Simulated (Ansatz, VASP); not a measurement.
**V in VASP and in Ansatz**

```xyz
4
Lattice="3.8233 0.0000 0.0000 0.0000 3.8233 0.0000 0.0000 0.0000 3.8233" Properties=species:S:1:pos:R:3 pbc="T T T"
V     0.0003    0.0003    0.0003
V     1.9114    3.8230    1.9119
V     1.9119    1.9114    3.8230
V     3.8230    1.9119    1.9114
```

Alike in both runs: functional PBE; k mesh 4 × 4 × 4; occupations gaussian, width 0.1 eV; collinear spin.

Ansatz relaxed the structure, and its values are those at the end. VASP's run is a single point on that final structure, the one shown.

|  | VASP | Ansatz |
| --- | --- | --- |
| version | VASP 6.6.1 | Ansatz 0.2.0 |
| potentials or method | VASP PAW PBE potentials, release 64 (V_sv) | scalar-relativistic, plane waves, PAW |
| plane-wave cutoff (eV) | 520 | 420 |
| valence electrons in the cell | 52 | 52 |

VASP gave:

| Item | Value |
| --- | --- |
| gap on the k mesh at the Fermi level (eV) | none |
| pressure (GPa) | 0.0 |
| net moment per atom (μB) | 0.48 |
| size of the moment on the site where the two differ most (μB) | 0.41 |

**Question.** Estimate Ansatz's values.

**Answer.** gap on the k mesh at the Fermi level (eV): none; pressure (GPa): -0.1; net moment per atom (μB): 0.48; size of the moment on the site where the two differ most (μB): 0.40.

Site moments also hang on the region over which each program counts them. A gap of «none» marks a metal or a gap that the smearing closes.

Caveats: the k mesh is coarse (spacing up to 0.41 Å⁻¹), so the values aren't converged.
